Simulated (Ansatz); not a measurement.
Ag:

```
CELL_PARAMETERS angstrom
0.00000 2.04275 2.04275
2.04275 0.00000 2.04275
2.04275 2.04275 0.00000
ATOMIC_POSITIONS crystal
Ag 0.00000 0.00000 0.00000
```

Program: Ansatz 0.2.0. Alike in all runs: task projected density of states; potentials or basis Ansatz PAW; no spin polarisation; cell as given; k mesh 6 × 6 × 6; smearing fermi-dirac 0.05 eV; the mesh is coarse, so values aren't converged.

**Question.** Order these runs on this cell by their pressure, lowest first.
A. level r2SCAN; cutoff (eV) 500
B. level BLYP; cutoff (eV) 420
C. level LDA; cutoff (eV) 420
D. level HSE06; cutoff (eV) 420
E. level revPBE; cutoff (eV) 420

**Answer.** C (-6.5 GPa), A (2.3 GPa), D (4.7 GPa), E (8.4 GPa), B (13.0 GPa).

Caveats: all runs use coarse meshes; the PAW data sets come from PBE, with cores solved anew for the run's functional, which leaves a small shift of forces and pressure; the thresholds are loose for stress (some runs).

Runs at the PBE level aren't shown here.
